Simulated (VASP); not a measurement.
Set up this calculation in VASP 6.6.1, as the native input.

```
Task                   : relaxation of cell and atoms
Functional             : PBE
Potentials or basis    : VASP PAW PBE potentials, release 64 (Rh_pv)
Cutoff                 : 600 eV
k mesh                 : 18 × 18 × 18
Occupations            : gaussian, width 0.1 eV
Spin                   : no spin polarisation
Further INCAR settings : ALGO = Normal; EDIFF = 1e-07; IBRION = 2; EDIFFG = -0.005; NSW = 90; ISIF = 3
```

The structure of Rh lies in POSCAR:

```
Rh
1.0
    0.0000000000      1.9029860900      1.9029860900
    1.9029860900      0.0000000000      1.9029860900
    1.9029860900      1.9029860900      0.0000000000
Rh
1
Direct
    0.0000000000      0.0000000000      0.0000000000
```

One way to write it, as run:

INCAR

```
PREC = Accurate
ENCUT = 600
EDIFF = 1E-7
ISMEAR = 0
SIGMA = 0.1
LREAL = F
LASPH = T
NELM = 80
ALGO = Normal
ISIF = 3
LWAVE = F
LCHARG = F
GGA = PE
IBRION = 2
NSW = 90
EDIFFG = -0.005
```

KPOINTS

```
Automatic mesh
0
Gamma
  18 18 18
```

Potentials or basis: VASP PAW PBE potentials, release 64 (Rh_pv).

The run is started by

```console
$ cat potpaw_PBE.64/Rh_pv/POTCAR > POTCAR
$ mpirun -np 1 vasp_std > vasp.out
```

Results of the run:

```yaml
Relaxed_volume: 14.04 Å³/atom
Relaxed_cell: a = 2.708 Å, b = 2.708 Å, c = 2.708 Å, α = 60.00°, β = 60.00°, γ = 60.00°
Space_group_after_relaxing_to_0.05_Å: Fm-3m (No. 225)
Energy_gained_by_relaxing: 3.9 meV/atom
Ionic_steps: 4
Pressure_after_relaxing: 0.0 GPa
Band_gap_on_the_k_mesh: none (metal or under the smearing width)
```

Wall time 51 s on 1 thread of AMD EPYC 9R45 96-Core Processor (Zen 5) (shared host), peak memory 0.14 GiB.
